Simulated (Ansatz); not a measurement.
Starting cell, NaBr (rock salt):

```yaml
crystal:
  lattice:
    - [0.00000, 6.03598, 6.03598]
    - [3.01799, 3.01799, 6.03598]
    - [3.01799, 3.01799, 0.00000]
  atoms:
    - { symbol: Br, position: [0.00000, 0.00000, 0.00000] }
    - { symbol: Br, position: [0.50000, 0.00000, 0.00000] }
    - { symbol: Na, position: [0.00000, 0.50000, 0.50000] }
    - { symbol: Na, position: [0.50000, 0.50000, 0.50000] }
```

The atoms are displaced by Q × the pattern below (from a DFPT mode at X = (0.5, 0.5, 0.0), largest move 1; Q in Å), at fixed cell. (q is in reciprocal vectors of the primitive cell; the cell shown is doubled to hold the pattern.)

```json
[
 {"atom": "Br1", "x": "0.000", "y": "0.000", "z": "-0.231"},
 {"atom": "Br2", "x": "0.000", "y": "0.000", "z": "0.231"},
 {"atom": "Na3", "x": "0.000", "y": "0.000", "z": "1.000"},
 {"atom": "Na4", "x": "0.000", "y": "0.000", "z": "-1.000"}
]
```

Calculation: PBE (plane waves to 420 eV, PAW, scalar-relativistic; Ansatz, a first-principles code). k mesh 10×10×10 (Γ-centred), Fermi-Dirac smearing 0.05 eV. E stands for the smeared free energy. NaBr was relaxed with its symmetry unable to fall. The zero of ΔE is the undisplaced structure.

| Q (Å) | ΔE (eV/cell) |
|---|---|
| -0.180 | 0.0658 |
| -0.120 | 0.0279 |
| -0.060 | 0.0068 |
| 0.000 | 0.0000 |
| 0.060 | 0.0068 |
| 0.120 | 0.0279 |
| 0.180 | 0.0658 |

**Question.** Which DFPT wavenumber at X = (0.5, 0.5, 0.0) belongs to this mode?
(A) 136 cm⁻¹
(B) 89 cm⁻¹
(C) 55 cm⁻¹

**Answer.** A, 136 cm⁻¹. The curvature of the scan gives 136 cm⁻¹

(A displaced cell: forces are minus the slopes of the energy, force constants its curvatures, and phonons follow from these.)
